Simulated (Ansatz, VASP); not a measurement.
# Ga47O72 (V_Ga2) in two plane-wave programs

Wanted: the spread between two codes on one cell, functional and k mesh. The structure shown is the end of the Ansatz relaxation below.

Calculated with Ansatz 0.2.0; plane waves, with VASP 6.6.1 beside it; single point at HSE06.

In doubt: the hybrid run may have settled on a false gap or state (step 2), so the values of those runs are not to be relied on.

## 1. Starting point

The cell holds 119 atoms: 47 Ga and 72 O. Cell: a = 12.253 Å, b = 9.117 Å, c = 11.616 Å, α = 90.0°, β = 103.8°, γ = 90.0°. It derives from Ga2O3 (Ga2O3 (C2/m)). Nearest the centre at fractional (0.341, 0.667, 0.343): O97 at 2.00 Å, O102 at 2.20 Å, O106 at 2.22 Å, O82 at 2.26 Å, O100 at 2.28 Å, O76 at 2.29 Å, Ga17 at 2.93 Å, Ga19 at 3.02 Å. The cell carries charge −2.

## 2. Ansatz: relaxation, HSE06

Ansatz runs on its PAW soft_1 files.

This run makes the geometry at which the two programs are then compared.

The input, input.yaml:

```yaml
crystal:
  checkpoint: "../qm2_M1.relax.run"
  host: checkpoint
total_charge: -2
basis:
  ecutwfc: 420
  xc_grid: 2
hamiltonian:
  xc: hse06
  pseudopotentials: { kind: paw, azcp: { folder: soft_1 } }
kpoints:
  mp_grid: { grid: [1, 1, 1] }
magnetization:
  spin_polarized: true
  initial_magnetization: 1
  spin_locking: { lock_magnetization: hard }
scf:
  occupations: { method: fermi_dirac, width: 0.01 }
  max_iter: 60
output:
  forces: true
  charged_corrections:
    epsilon: [4.07, 4.18, 4.18]
    static_epsilon: [[11.02, 0.0, -0.83], [0.0, 10.83, 0.0], [-0.83, 0.0, 13.62]]
    defect_position: [0.341292, 0.666667, 0.342773]
relax:
  f_tol: 0.03
  max_steps: 40
  escape_saddle: false
checkpoint:
  write: "../qm2_M1.hrelax_smeared.run"
  compress: false
  write_wavefunctions: true
  write_every: 100000
```

Run with:

```
ansatz run input.yaml --threads 32 --pin off --max-ram 131891MiB --backend cuda --events-out ev --progress --plain --runs-dir out
```

Numbers of over 12 decimals in the logs are rounded to 6 here.

Log:

```text
crystal.checkpoint: the structure is that of <dir>, a `relax` run, at its step 11: its result, under r2scan at a charge of -2 e; 119 atoms read, 2 with a starting moment; this deck's functional is hse06; this run starts in the magnetic order that was found there; no density is read with it (checkpoint.read); crystal.structure_sha256 for this input is
exact exchange: scf.exx.singularity resolves to wigner_seitz, which cuts the screened interaction at the faces of the exchange supercell's Wigner-Seitz cell, so that each pair interacts once, at the shortest of its separations (the periodic images that this leaves out come, for a point-like exchange hole, to about 0.006 eV on a filled level). The cut falls within the interaction's reach, and what an exchange supercel
Engine: ansatz 0.2.0, aarch64-unknown-linux-gnu
Pseudopotentials: kind: paw
Pseudopotential: Ga, paw, valence charge 13, recommended cutoff 420 eV (normal), soft_1/Ga.paw.azcp
Pseudopotential: O, paw, valence charge 6, recommended cutoff 420 eV (normal), soft_1/O.paw.azcp
Functional definition: HSE06
  parameter a = 0.25
  parameter omega = 0.11/bohr
  exchange = pbe_x - a*pbe_x_sr(omega) + a*exact_x_sr(omega)
  correlation = pbe_c
[...]
Crystal: 119 atoms, lattice volume = 1260.180 Å³
Basis set: ecut = 420 eV, 24677 PW (Γ), exchange–correlation on 180×128×160 points (8 copies of the dense FFT grid, shifted against one another)
Bands: 642, of which v1, the nominal top of the filled ones, is band 523 counted from 1 (522 counted from 0)
Symmetry: 1 space group operations
Space group: P1 (ITA 1), of the structure as read, at distance tolerance 1.1e-4 Å
Magnetic group: BNS 1.1 (UNI 1), of the structure as read, at distance tolerance 1.1e-4 Å
k-points: 1
Non-local potential: Ga, projectors of the file, l = 0: 2, l = 1: 2, l = 2: 3, l = 3: 1
Non-local potential: O, projectors of the file, l = 0: 2, l = 1: 2, l = 2: 1
PAW form: soft (Blöchl's): semilocal exchange-correlation on the pseudo side does not see the compensation charge
PAW frozen core: Ga, regenerated for the run's functional, and the local potential with it (the file was generated under x = pbe(κ = 0.804, μ = 0.219515), c = pbe(β = 0.066725))
PAW frozen core: O, regenerated for the run's functional, and the local potential with it (the file was generated under x = pbe(κ = 0.804, μ = 0.219515), c = pbe(β = 0.066725))
PAW one-centre angular grid: Ga, 590 points (default); XC on 64 Gauss nodes
PAW one-centre angular grid: O, 110 points (default); XC on 96 Gauss nodes
Initial density: superposition of atomic densities (chi_scale 0.1, normalization cell, long waves kept (reshape's long-wave potential 0.27 eV rms))
Starting moments: Σ|m| = 1 μB on 2 of 119 sites
Initial wavefunctions: pseudopotential atomic-orbital guess
[...]
Functional: x = pbe(κ = 0.804, μ = 0.219515), c = pbe(β = 0.066725), warm-up for x = pbe(κ = 0.804, μ = 0.219515) + 0.25 (exact − pbe) at short range (hse, ω = 0.207870 Å⁻¹), c = pbe(β = 0.066725); HSE06 as pw.x's `hse` composes it (authors' and Libxc's form: `xc: wpbeh`)
iter 1 solved again at ethr=8.32e-3 eV; its pass at ethr=1.00e-1 eV (dr2=8.70e1 eV) is discarded
SCF iter   1: F=—  HF=-218695.491851 eV  |Δ(HF+E_count)|=         —  Δρ=5.87e-2 (↑5.84e-2 ↓5.87e-2)  dr2=8.61e1  dr2_m=2.16e-1  M=1.000 μB ∫|m|=1.113 μB  Hψ=6369
preconditioner: auto → none  [insulator: Δε(μ)=0.337 eV  Ē_g=18.701 eV  σ=0.010 eV  W_gap=1.00  n_scr=386 (ndim 8)  ℏωp=33.8 eV  f_vac=0.004  D(μ)=0.00/eV (n_scr^D=0)]
SCF iter   2: F=—  HF=-218675.890596 eV  |Δ(HF+E_count)|=    1.96e1  Δρ=3.72e-2 (↑3.50e-2 ↓3.72e-2)  dr2=2.87e1  dr2_m=4.28e-1  M=1.000 μB ∫|m|=1.157 μB  Hψ=2732
[...]
SCF iter  28: F=-218670.558153 eV  HF=-218670.558153 eV  |Δ(HF+E_count)|=  2.91e-11  Δρ=1.79e-7 (↑5.33e-8 ↓1.79e-7)  dr2=4.67e-10  dr2_m=1.16e-10  M=1.000 μB ∫|m|=1.127 μB sched 1.00e-12)  Hψ=2376
SCF 1 converged in 28 iterations: F = -218670.558153 eV  dr2 = 4.67e-10
  greatest PAW one-centre occupation: 0.998 electrons in one spin orbital (limit 2), on the Ga atom at site 2 (counted from 0), in its partial waves of l = 2
[...]
SCF 2 converged in 12 iterations: F = -218685.607041 eV  dr2 = 8.25e-8
[...]
hybrid outer 4: dexx = +3.028e-5 eV, tail = 5.54e-6 eV, Δε = 8.53e-3 eV (about 8.14e-4 eV left of the loop's levels), ΔF = 1.09e-2 eV/Å (tail 1.27e-2)
[...]
SCF 9 converged in 29 iterations: F = -218686.175755 eV  dr2 = 1.09e-7
[...]
SCF 12 converged in 5 iterations: F = -218686.214863 eV  dr2 = 4.15e-8
[...]
SCF 15 converged in 4 iterations: F = -218685.531817 eV  dr2 = 4.10e-7
[...]
hybrid outer 3: dexx = +5.390e-6 eV, tail = 5.00e-8 eV, Δε = 9.45e-4 eV (about 1.74e-4 eV left of the loop's levels), ΔF = 7.14e-3 eV/Å (tail 7.53e-3)
[...]
SCF 22 converged in 8 iterations: F = -218686.188646 eV  dr2 = 2.91e-7
[...]
hybrid outer 2: dexx = +1.546e-4 eV, tail = 1.55e-4 eV, Δε = 4.43e-3 eV (about 1.90e-3 eV left of the loop's levels), ΔF = 1.72e-1 eV/Å (tail 1.92e-1)
[...]
hybrid outer 1: dexx = +2.496e-1 eV, tail = 1.02e-3 eV
[...]
hybrid outer 2: dexx = +2.802e-4 eV, tail = 1.30e-6 eV, Δε = 3.28e-3 eV (about 3.38e-4 eV left of the loop's levels), ΔF = 6.80e-2 eV/Å (tail 2.73e-2)
[...]
hybrid outer 2: dexx = +5.986e-4 eV, tail = 1.64e-6 eV, Δε = 3.51e-3 eV (about 3.49e-4 eV left of the loop's levels), ΔF = 5.35e-2 eV/Å (tail 3.61e-2)
[...]
SCF 38 converged in 8 iterations: F = -218686.328994 eV  dr2 = 7.11e-9
[...]
hybrid outer 1: dexx = +2.633e-10 eV, tail = 1.59e-9 eV
[...]
Frozen-core exchange: fock
SCF iter   1: F=—  HF=-218686.328993 eV  |Δ(HF+E_count)|=         —  Δρ=3.53e-7 (↑1.10e-7 ↓3.53e-7)  dr2=3.94e-10  dr2_m=5.09e-10  M=1.000 μB ∫|m|=1.133 μB  Hψ=4336  reapply=2
SCF iter   2: F=-218686.328993 eV  HF=-218686.328993 eV  |Δ(HF+E_count)|=  2.04e-10  Δρ=2.99e-7 (↑8.42e-8 ↓2.99e-7)  dr2=2.60e-10  dr2_m=3.63e-10  M=1.000 μB ∫|m|=1.133 μB sched 1.00e-12)  Hψ=2337
SCF 41 converged in 2 iterations: F = -218686.328993 eV  dr2 = 2.60e-10
[...]
hybrid outer 2: dexx = +1.284e-10 eV, tail = 1.45e-9 eV, first dr2_mag = 5.09e-10 eV (risen), Δε = 1.96e-6 eV (about 6.47e-6 eV left of the loop's levels), ΔF = 9.68e-6 eV/Å (tail 9.33e-4)
[...]
relax step  12: F+E_penalty+E_count = -218686.32899341 eV  Δ(F+E_penalty+E_count) = -7.858e-10 eV  max|allowed force component| = 2.156e-2 eV/Å  Δτ_max = 0.0000 Å  (4 SCF iters, accepted)
hybrid SCF converged: 2 outer / 4 inner (+0 warm-up), last move |dexx| = 1.28e-10 eV, tail = 1.45e-9 eV
Magnetization: 1.0000 μB (523.0000 up, 522.0000 down)
Absolute magnetization: 1.1335 μB (∫|ρ↑−ρ↓|, with the PAW one-centre terms)
Spin contamination: 0.0048 ħ² per cell (⟨S²⟩ above its minimum at these occupations)
Per-site moments (μB) at R_I (Å): [(-0.00208443, 0.788484), (-2.359662564492105e-6, 0.793916), (6.136764637497138e-6, 0.795142), (-5.146815277091099e-6, 0.792183), (-1.9601247295110915e-6, 0.758040), (-8.256050506138825e-7, 0.748995), (-0.000219433, 0.756712), (-3.63189517386686e-5, 0.753651), (1.3933862045769742e-5, 0
Free energy (F): -218686.328993 eV
Frozen-core exchange: fock
Harris-Foulkes:  -218686.328993 eV  (|F-HF|=1.16e-10)
Internal energy: -218686.328993 eV  (E = F + TS)
E sigma→0 (E₀):  -218686.328993 eV
Fermi energy:    8.191016 (↑ 9.055963, ↓ 8.191014) eV
--- Per-component energies (eV) ---
  E_band       = -3807.737962
  E_kinetic    = 17529.489789
  E_local      = -84935.033786  (includes V_loc(G=0)·N_el)
  E_nonlocal   = -339.984838
  E_hartree    = 49509.390004
  E_xc         = -6491.013082
  E_vxc        = -7303.251520  (∫ρ·V_xc dr)
  E_exx        = -3696.157193  (= α·E_x^exact, valence–valence)
  E_paw        = -103833.447053  (= ΣΔE_a)
  E_vpaw       = -20385.466778  (= ΣTr[D̂ρ^β])
  E_aug_tail   = 0.043750  (compensation charges beyond the density's cutoff)
  E_ewald      = -86432.972863
  E_core_change = 3.356279  (= ΣΔE_core)
  E_smearing   = -0.000000  (= −TS)
  E_closure    = -0.000000  (closes the sum)
  E_deformation_potential = -33.799786  (in the stress; not in F)
  Σ components = -218686.328993   (vs F -218686.328993, Δ=-2.91e-11)
--- Forces (eV/Å), atoms counted from 1 ---
  atom   1  Ga    -0.00748246    -0.01722122    -0.00986627
  atom   2  Ga    -0.00463760    -0.00120380    -0.00040939
  atom   3  Ga     0.00663150     0.00627671    -0.00010120
  atom   4  Ga     0.00209152    -0.00007540     0.00497800
  atom   5  Ga     0.00023534     0.00196437     0.00416783
  atom   6  Ga     0.00776565    -0.00096213    -0.00297912
  [... 113 more lines of this table ...]
  max |Σ_I F_I| component: 4.27e-5 eV/Å
--- Charged-cell corrections in eV (Makov–Payne, q = -2.000 e, ε = [[11.020, 0.000, -0.830], [0.000, 10.830, 0.000], [-0.830, 0.000, 13.620]]) ---
  F (periodic)     = -218686.328993  (uncorrected; the corrections below are reported, never added to it)
  E_corr1          = +0.632959  (monopole, q²α_M/2ε̄L, of the cell on which ε is isotropic)
  F Makov-Payne    = -218685.696034  (F + E_corr1; no measured alignment; for a localised charge, not one spread in a band: unchecked)
  no potential alignment in this run, which stands beside a crystal: run the host's input off ansatz write-host-input, and read the two finished runs by ansatz place-levels (neither reads a slab, a wire or a sheet, whose cell leaves a vacuum)
--- Band table (eV) ---
  k-point 0 ↑: bands = ["-13.8902", "-13.5863", "-13.5695", "-13.4984", "-13.3528", "-13.2071", "-13.1871", "-13.1491", "-13.0335", "-12.9758", "-12.9620", "-12.9532", "-12.9451", "-12.9382", "-12.910
  k-point 0 ↓: bands = ["-13.8768", "-13.5794", "-13.5492", "-13.3560", "-13.2156", "-13.1914", "-13.1685", "-13.0889", "-12.9751", "-12.9622", "-12.9528", "-12.9475", "-12.9404", "-12.9098", "-12.898
  guard bands above this table: 59 of the run's 642 bands. The solve was not asked for them (output.publish_guard_bands: true or output.eigenvalues: true publishes all)
--- Relaxed structure (12 steps of the walk, 10 accepted, 0 SCFs on fresh bases) ---
  F+E_penalty+E_count = -218686.32899341 eV   max|allowed force component| = 2.156e-2 eV/Å
  atoms:
    - { symbol: Ga, position: [0.342918, 0.00351513, 0.331558], spin: 0.0 }
    - { symbol: Ga, position: [0.843088, 0.166885, 0.343513], spin: 0.0 }
    - { symbol: Ga, position: [0.157767, 0.168219, 0.157264], spin: 0.0 }
    - { symbol: Ga, position: [0.660524, 0.000119752, 0.158905], spin: 0.0 }
    - { symbol: Ga, position: [0.411532, 0.167632, 0.103709], spin: 0.0 }
    - { symbol: Ga, position: [0.909718, 3.257638906718671e-5, 0.101838], spin: 0.0 }
  [... 113 more lines of this table ...]
```

## 3. VASP: single point, HSE06

The same cell, functional, mesh and smearing now go to VASP, with its own data sets.

Lines of VASP's logs that name or quote its potential files are left out, and so is its time.

The run reads the wave functions of an earlier VASP run, which isn't shown here.

The input, INCAR:

```
SYSTEM = Ga47O72
PREC = Accurate
ENCUT = 520
EDIFF = 1E-06
NELM = 100
ISMEAR = -1
SIGMA = 0.01
LREAL = Auto
ALGO = Normal
LHFCALC = .TRUE.
AEXX = 0.25
GGA = PE
HFSCREEN = 0.208
LASPH = .TRUE.
NELECT = 1045
NBANDS = 606
ISPIN = 2
MAGMOM = -0 -0 0 -0 -0 -0 -0 -0 -0 -0 0 -0 -0 -0 0 -0 0 -0 -0 0 -0 -0 0 0 -0 -0 -0 -0 -0 0 0 -0 -0 -0 -0 0 -0 -0 -0 -0 -0 -0 -0 0 0 -0 -0 0 -0 0 0 0 -0 0 -0 0 -0 0.03 -0 0 -0 0 0 -0 0 0 0 0.03 0 -0 -0 -0 0 -0 0 -0 0 -0 0 0 -0 0.02 0 0 -0 0 -0 -0 0 -0 0 0 0 0 0 -0 0.01 0 0 0.01 -0 0 0 0 0 0.74 0 0 -0 0 0 0 0 0 0 -0 -0 0 0
PRECFOCK = Fast
LORBIT = 11
LWAVE = .FALSE.
LCHARG = .FALSE.
ISIF = 2
NUPDOWN = 1
```

The input, POSCAR:

```
Ga47O72
1.0
   12.2531908300      0.0000000000     -0.0052300900
    0.0000000000      9.1168828800      0.0000000000
   -2.7669245800      0.0000000000     11.2819048400
Ga O
47 72
Direct
    0.3429200000      0.0035200000      0.3315600000
    0.8430900000      0.1668800000      0.3435100000
[... 4 atom lines left out ...]
    0.0907400000      0.0000200000      0.3970200000
[... 9 atom lines left out ...]
    0.3401500000      0.3451000000      0.3427200000
[... 1 atom line left out ...]
    0.1639000000      0.5049400000      0.1619400000
[... 1 atom line left out ...]
    0.4100900000      0.4992200000      0.1067800000
[... 1 atom line left out ...]
    0.0939400000      0.3338200000      0.3988800000
    0.5885800000      0.5053900000      0.3972000000
[... 4 atom lines left out ...]
    0.4057100000      0.4968700000      0.5979300000
[... 4 atom lines left out ...]
    0.1633400000      0.8299000000      0.1622000000
[... 1 atom line left out ...]
    0.4104000000      0.8340900000      0.1066100000
[... 1 atom line left out ...]
    0.0967200000      0.6652800000      0.3949100000
    0.5912300000      0.8304200000      0.3975300000
[... 3 atom lines left out ...]
    0.6585200000      0.6659500000      0.6549900000
    0.4141100000      0.8325100000      0.6096100000
[... 4 atom lines left out ...]
    0.5063900000      0.9997100000      0.3734900000
    0.4993800000      0.0011900000      0.1274800000
[... 3 atom lines left out ...]
    0.1714100000      0.0032200000      0.2818000000
[... 1 atom line left out ...]
    0.1585000000      0.0016600000      0.0539800000
[... 1 atom line left out ...]
    0.3386400000      0.1618000000      0.4423800000
[... 3 atom lines left out ...]
    0.4975200000      0.0006100000      0.6303800000
[... 9 atom lines left out ...]
    0.0057100000      0.4995900000      0.3751800000
    0.5051700000      0.3352500000      0.3738900000
    0.4998800000      0.3329500000      0.1273400000
    0.9959600000      0.4994200000      0.1248100000
    0.3228300000      0.4779300000      0.2099200000
[... 1 atom line left out ...]
    0.1697600000      0.3283200000      0.2800500000
    0.6760000000      0.4992400000      0.2825600000
    0.1579100000      0.3329900000      0.0533100000
[... 1 atom line left out ...]
    0.3158000000      0.4744900000      0.4559400000
[... 3 atom lines left out ...]
    0.4978500000      0.3324500000      0.6316300000
[... 1 atom line left out ...]
    0.3269800000      0.5000300000      0.7200300000
[... 4 atom lines left out ...]
    0.6655000000      0.4985400000      0.5557500000
[... 2 atom lines left out ...]
    0.0055000000      0.8323600000      0.3749900000
    0.5088200000      0.6692000000      0.3768500000
    0.4970800000      0.6667800000      0.1277300000
    0.9954800000      0.8353000000      0.1246300000
    0.3239700000      0.8557600000      0.2116700000
[... 1 atom line left out ...]
    0.1586300000      0.6679100000      0.2692200000
    0.6767400000      0.8350600000      0.2822500000
    0.1674000000      0.6678500000      0.0516300000
[... 1 atom line left out ...]
    0.3215500000      0.8561100000      0.4566700000
[... 3 atom lines left out ...]
    0.4948000000      0.6641400000      0.6266200000
[... 1 atom line left out ...]
    0.3271400000      0.8334200000      0.7200400000
[... 3 atom lines left out ...]
    0.1620500000      0.6666200000      0.5555200000
    0.6654100000      0.8352200000      0.5566800000
[... 1 atom line left out ...]
    0.8372500000      0.6669800000      0.9461600000
```

The input, KPOINTS:

```
Automatic mesh
0
Gamma
1 1 1
0 0 0
```

Potentials, in the order of the species: Ga_d and O (PBE family, release 64).

Run with:

```
export OMP_NUM_THREADS=3
mpirun -np 1 vasp_gam
```

Log:

```text
[banner, memory and clock lines left out]
running    1 mpi-ranks, on    1 nodes
[...]
Offloading initialized ...    1 GPUs detected
[...]
LDA part: xc-table for (Slater+PW92), standard interpolation
 found WAVECAR, reading the header
 POSCAR, INCAR and KPOINTS ok, starting setup
[...]
reading WAVECAR
 the WAVECAR file was read successfully
 initial charge from wavefunction
 entering main loop
       N       E                     dE             d eps       ncg     rms          rms(c)
DAV:   1    -0.878954378272E+03   -0.87895E+03   -0.31248E+01  3312   0.282E+01    0.458E+00
DAV:   2    -0.879562459749E+03   -0.60808E+00   -0.81070E+00  2984   0.826E+00    0.295E+00
DAV:   3    -0.879567785104E+03   -0.53254E-02   -0.18205E+00  3232   0.306E+00    0.211E+00
DAV:   4    -0.879531457507E+03    0.36328E-01   -0.15887E-01  3096   0.190E+00    0.135E+00
[...]
DAV:  14    -0.879507323027E+03    0.47333E-06   -0.30526E-05  3304   0.257E-02    0.158E-02
DAV:  15    -0.879507322403E+03    0.62405E-06   -0.14113E-05  2736   0.191E-02    0.115E-02
DAV:  16    -0.879507322280E+03    0.12368E-06   -0.97958E-06  2400   0.125E-02
   1 F= -.87950732E+03 E0= -.87950732E+03  d E =-.452458E-12  mag=     1.0000
```

Parts of OUTCAR (step 3):

```text
 magnetization (x)
# of ion       s       p       d       tot
------------------------------------------
    1       -0.004  -0.007  -0.001  -0.011
    2       -0.000  -0.000  -0.000  -0.000
    3       -0.000  -0.000   0.000  -0.000
    4       -0.000  -0.000  -0.000  -0.000
    5       -0.000  -0.000   0.000  -0.000
    6       -0.000  -0.000   0.000  -0.000
[...]
117       -0.000  -0.000   0.000  -0.000
  118        0.000   0.001   0.000   0.001
  119       -0.000   0.000   0.000   0.000
--------------------------------------------------
tot          0.002   0.809   0.008   0.819
```

The run ends at a pressure of 4.23 GPa, with forces up to 0.057 eV/Å.

## 4. Comparison

Known differences besides the potentials themselves: exact exchange at q = 0 is treated differently, which shows on coarse meshes; VASP keeps PBE cores, Ansatz makes them for the functional; the cutoff is 420 eV in Ansatz and 520 eV in VASP (PREC = Accurate, projectors in real space); VASP takes a coarser grid for exact exchange (PRECFOCK = Fast); site moments are counted in spheres of each program's own size. Total energies have different zeros and are not compared.

Both answers:

```csv
quantity,Ansatz,VASP,difference
"total moment, fixed by the input (μB)",1.00,1.00,0.00
moment on O106 (μB),0.74,0.72,+0.02
```

The cell carries a charge of -2 e against a uniform background, so its pressure also hangs on how the neutralising background is counted, and in a defect's cell a gap may be the spacing between its levels.

## 5. Summary of results

| Property | Result |
| --- | --- |
| difference in moment on O106 (single point, HSE06) | 0.021 μB |

The difference in moment on O106 is 0.021 μB (single point, HSE06). VASP runs on this material, other cells of it included, that failed, so that no pair exists: single point, HSE06 (timeout). Such differences can come from data sets, numerical settings and the points named under the comparisons, not from the functional's error against experiment.

[Lines on the potential files, build, host, timing and source positions are cut from VASP's logs without a mark.]

[Logs are printed without paths, hosts, clocks, repeated set-up lines and the standing remarks that a program may print on its own settings, such as how far it seeks lower states.]

[Hosts, paths, dates, database ids (printed as entryN), source tags and the programs' standing remarks are cut or masked in the printed files.]
